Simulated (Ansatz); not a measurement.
# Structures of SnO: which is lowest?

Plane-wave DFT in Ansatz with scalar-relativistic PAW potentials, cutoff 500 eV, Γ-centred meshes chosen by cell and gap, Gaussian smearing with energies taken to zero width. Every cell was relaxed (cell and atoms) in a run of its own, within the symmetry of its start. Functional: r2SCAN.

Relaxed structures (starts from databases or built by putting these elements on another compound's sites):
A. P4/nmm, 4 atoms in the computed cell, a = 3.808 Å, c = 4.936 Å; sites (symmetry × multiplicity) Sn 4mm × 2, O -4m2 × 2; start: database
B. P4_2/mnm, 8 atoms in the computed cell, a = 5.471 Å, c = 5.108 Å; sites (symmetry × multiplicity) Sn m.2m × 4, O m.2m × 4; start: built

Question: Rank them by energy. Could pressure change the order?

Answer:
| structure | group | E − E(lowest) (meV/atom) | V (Å³/atom) | gap on mesh (eV) |
| --- | --- | --- | --- | --- |
| A | P4/nmm | 0.0 | 17.89 | 0.36 |
| B | P4_2/mnm | 413 | 19.11 | 0.07 |

A is lowest, 413 meV/atom under B. The lowest is also the densest of these, so pressure wouldn't bring one of the others in at first order. Other structures may lie lower than all of these, and vibrations aren't counted.